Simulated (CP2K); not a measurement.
A run of CP2K 2026.2:

File sn_bands.inp:

```
&GLOBAL
  PROJECT sn_bands
  RUN_TYPE ENERGY_FORCE
  PRINT_LEVEL LOW
&END GLOBAL
&FORCE_EVAL
  METHOD QS
  STRESS_TENSOR ANALYTICAL
  &DFT
    BASIS_SET_FILE_NAME BASIS_MOLOPT_UZH
    POTENTIAL_FILE_NAME GTH_POTENTIALS
    &MGRID
      CUTOFF 450
      REL_CUTOFF 60
      NGRIDS 5
    &END MGRID
    &QS
      METHOD GPW
      EPS_DEFAULT 1.0E-9
    &END QS
    &KPOINTS
      SCHEME MONKHORST-PACK 7 7 7
      GAMMA_CENTERED T
      SYMMETRY T
      SYMMETRY_BACKEND SPGLIB
    &END KPOINTS
    &SCF
      SCF_GUESS ATOMIC
      EPS_SCF 1.0E-6
      MAX_SCF 100
      ADDED_MOS 10
      CHOLESKY OFF
      EPS_EIGVAL 1.0E-7
      &DIAGONALIZATION ON
        ALGORITHM STANDARD
      &END DIAGONALIZATION
      &MIXING ON
        METHOD BROYDEN_MIXING
        ALPHA 0.4
        BETA 1.5
        NBUFFER 8
      &END MIXING
      &SMEAR ON
        METHOD FERMI_DIRAC
        ELECTRONIC_TEMPERATURE 116.05
      &END SMEAR
    &END SCF
    &XC
      &XC_FUNCTIONAL
        &LDA_X
        &END LDA_X
        &LDA_C_PW
        &END LDA_C_PW
      &END XC_FUNCTIONAL
    &END XC
    &PRINT
      &KPOINTS ON
      &END KPOINTS
      &MULLIKEN ON
      &END MULLIKEN
      &MO ON
        ENERGIES T
        OCCUPATION_NUMBERS T
        &EACH
          QS_SCF 0
        &END EACH
        ADD_LAST NUMERIC
      &END MO
      &LOWDIN ON
      &END LOWDIN
      &HIRSHFELD ON
        SHAPE_FUNCTION DENSITY
      &END HIRSHFELD
      &BAND_STRUCTURE
        FILE_NAME bands.bs
        ADDED_MOS 2
        &KPOINT_SET
          UNITS B_VECTOR
          NPOINTS 6
          SPECIAL_POINT GAMMA 0.00000000 0.00000000 0.00000000
          SPECIAL_POINT X 0.50000000 0.00000000 0.50000000
          SPECIAL_POINT W 0.50000000 0.25000000 0.75000000
          SPECIAL_POINT K 0.37500000 0.37500000 0.75000000
          SPECIAL_POINT GAMMA 0.00000000 0.00000000 0.00000000
          SPECIAL_POINT L 0.50000000 0.50000000 0.50000000
          SPECIAL_POINT U 0.62500000 0.25000000 0.62500000
          SPECIAL_POINT W 0.50000000 0.25000000 0.75000000
          SPECIAL_POINT L 0.50000000 0.50000000 0.50000000
          SPECIAL_POINT K 0.37500000 0.37500000 0.75000000
        &END KPOINT_SET
        &KPOINT_SET
          UNITS B_VECTOR
          NPOINTS 6
          SPECIAL_POINT U 0.62500000 0.25000000 0.62500000
          SPECIAL_POINT X 0.50000000 0.00000000 0.50000000
        &END KPOINT_SET
      &END BAND_STRUCTURE
    &END PRINT
  &END DFT
  &SUBSYS
    &CELL
      A 4.5726372396 0.0000000000 0.0000000000
      B 2.2863186198 3.9600200118 0.0000000000
      C 2.2863186198 1.3200066706 3.7335426719
      PERIODIC XYZ
    &END CELL
    &COORD
      Sn  6.8589558594 3.9600200118 2.8001570039
      Sn  4.5726372396 2.6400133412 1.8667713359
    &END COORD
    &KIND Sn
      BASIS_SET TZVP-MOLOPT-PBE-GTH-q4
      POTENTIAL GTH-PADE-q4
    &END KIND
    &PRINT
      &ATOMIC_COORDINATES ON
      &END ATOMIC_COORDINATES
      &CELL ON
      &END CELL
    &END PRINT
  &END SUBSYS
  &PRINT
    &FORCES ON
    &END FORCES
    &STRESS_TENSOR ON
    &END STRESS_TENSOR
  &END PRINT
&END FORCE_EVAL
```

Potentials or basis: GTH_POTENTIALS Sn GTH-PADE-q4; TZVP-MOLOPT-PBE-GTH basis.

The run is started by

```console
$ OMP_NUM_THREADS=2 cp2k.psmp -i sn_bands.inp -o sn_bands.out
```

Hardware: 2 threads of Arm Neoverse V1 (shared host).

**Question.** How long does it take, and how much memory?

**Answer.** It took 9.2 s on 2 threads of Arm Neoverse V1, on a shared host, peak memory 0.3 GiB. Counts: scf iterations 13, k points 20, basis 34, bands 14, force evaluations 1.
